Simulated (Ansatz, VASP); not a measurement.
Two plane-wave programs on Au

```
CELL_PARAMETERS angstrom
2.73248 0.00000 0.00000
0.00000 2.73248 0.00000
0.00000 0.00000 2.73248
ATOMIC_POSITIONS crystal
Au 0.00000 0.00000 0.00000
```

Alike in both runs: task single point; functional revPBE; k mesh 13 × 13 × 13; occupations fermi-dirac, width 0.1 eV; no spin polarisation.

|  | VASP | Ansatz |
| --- | --- | --- |
| version | VASP 6.6.1 | Ansatz 0.2.0 |
| potentials or method | VASP PAW PBE potentials, release 64 (Au) | plane waves (420 eV) with PAW, scalar-relativistic |
| plane-wave cutoff (eV) | 520 | 420 |
| valence electrons in the cell | 11 | 19 |

|  | VASP | Ansatz | Ansatz less VASP |
| --- | --- | --- | --- |
| pressure (GPa) | 4.1 | 4.3 | +0.19 |

The two sets of potentials don't hold the same shells in valence.

Caveats: the PAW data sets were made with another functional, which shifts forces and pressure a little (VASP). The runs have no spin-orbit coupling, so splittings on Au are missing.
